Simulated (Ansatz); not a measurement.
Crystal: InSe.

```
In Se
1.0
     2.00000    1.15470    8.44000
    -2.00000    1.15470    8.44000
     0.00000   -2.30940    8.44000
In Se
2 2
Direct
  0.88860 0.88860 0.88860
  0.00000 0.00000 0.00000
  0.17190 0.17190 0.17190
  0.38350 0.38350 0.38350
```

Base run:

| Property | Result |
| --- | --- |
| Program | Ansatz 0.2.0 |
| Functional | PBE |
| Potentials or basis | all-electron LAPW, scalar-relativistic |
| Cutoff | 239 eV (chosen from the basis error) |
| Basis error allowed | 0.003 eV/atom |
| k mesh | 5 × 5 × 5 |
| Occupations | fermi-dirac, width 0.04 eV |
| Spin | no spin polarisation |

Its results: band gap on the k mesh 0.97 eV, direct; pressure 2.8 GPa; largest force 0.357 eV/Å.

**Question.** The run is repeated on the same cell with these changes: k mesh from 5 × 5 × 5 to 6 × 6 × 6. What comes out?

**Answer.** Band gap on the k mesh 0.45 eV, direct; pressure 2.8 GPa; largest force 0.364 eV/Å.

Caveats: spin-orbit coupling is left out, which moves the levels of the heavy elements; an odd mesh through Γ misses points on the zone boundary, where band edges often lie (some runs).
